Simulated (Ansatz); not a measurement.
**Ideal shear of a crystal plane in SnO**

Level of theory: DFT r2SCAN, scalar-relativistic, plane waves, PAW (Ansatz). Cutoff 500 eV, Γ-centred 9×9×4 k-points, Gaussian smearing of 0.03 eV. No spin polarisation. Energies are free energies at this smearing, counted from the undisturbed cell; pressure is positive in compression.

Zero of the scan (relaxed at this level):

```
CELL_PARAMETERS angstrom
-2.69244 2.69253 0.00000
-2.69244 -2.69253 0.00000
0.00000 0.00000 9.87555
ATOMIC_POSITIONS crystal
Sn 0.00007 0.99993 0.36617
Sn 0.99993 0.00007 0.86617
Sn 0.49993 0.50007 0.63383
Sn 0.50007 0.49993 0.13383
O 0.99990 0.50010 0.75000
O 0.00010 0.49990 0.25000
O 0.49990 0.00010 0.75000
O 0.50010 0.99990 0.25000
```

The cut lies on the cell's a–b face, a (0 0 1) plane (indices in the standard cell, whose axes needn't be the Cartesian ones shown) of area 14.50 Å², between layers 2.64 Å apart. Vector c is tilted by f times 1·a + 0·b (length 3.808 Å) with the atoms' Cartesian places fixed: one unrelaxed fault a cell. The traction is dγ/du, the slope of γ against the slip u in Å.

```csv
f,γ (mJ/m²),traction (GPa)
0.0000,0,0.0
0.1000,41,2.2
0.2000,163,4.2
0.3000,354,5.7
0.4000,576,5.6
0.5000,723,0.0
0.6000,575,-5.6
0.7000,353,-5.7
0.8000,163,-4.2
0.9000,41,-2.2
```

Problem. Read off the first barrier and the stress needed to climb it, and compare with Frenkel's sinusoid.

Solution. The first sampled maximum lies at f = 0.500, a slip of 1.90 Å, with γ ≈ 723 mJ/m², which stands in for the unstable fault energy γ_us, and the steepest sampled slope before it is 5.7 GPa. A sinusoid γ = γ_us sin²(πu/λ) with its maximum there has λ = 3.81 Å and a largest slope πγ_us/λ = 6.0 GPa (1 mJ/m² per Å = 0.01 GPa).

Problem. Is there a metastable fault on this line?

Solution. Apart from points where γ returns to about zero, no local minimum shows among the samples, so at this sampling the line offers no fault for a dislocation to split on; a fault can still lie off the line.

The cut is rigid; relaxing the faces lowers these energies and usually the stresses.

Cost: 10 runs of about 7.1 core-minutes in all, on AMD EPYC 9R45 (Zen 5) (shared hosts).